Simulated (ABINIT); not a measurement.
Here is an ABINIT 10.8.3 (patched build) calculation.

The input run.abi:

```
# Pseudopotentials
pp_dirpath "./"
pseudos "Hg.upf, Se.upf"

# Structure
acell 8.1216555201 8.1216555201 8.1216555201
rprim
     0.0000000000     0.7071067812     0.7071067812
     0.7071067812     0.0000000000     0.7071067812
     0.7071067812     0.7071067812     0.0000000000
ntypat 2
znucl 80 34
natom 2
typat 1 2
xred
     0.0000000000     0.0000000000     0.0000000000
     0.7500000000     0.7500000000     0.7500000000

# Plane-wave basis
ecut 40.0

# k points
kptopt 1
ngkpt 6 6 6
nshiftk 1
shiftk 0.0 0.0 0.0

# Exchange and correlation
ixc 11

# Bands and occupations
nband 22
occopt 3
tsmear 0.05 eV

# SCF cycle
nstep 100
tolvrs 1.0e-10

# Output
iomode 3
prtwf 0
prteig 0
prtebands 0
enunit 2
prtden 1
prtvha 1
prtvclmb 1
prtpot 1
prtelf 1
```

Potentials or basis: PseudoDojo NC SR PBE v0.4.1 standard.

Command:

```sh
$ mpirun --bind-to none -np 4 abinit run.abi > log 2>&1
```

(1) Estimate the band gap on the k mesh.

(2) What does it give for the pressure?

Results:

(1) none (metal or under the smearing width).

(2) 4.6 GPa.
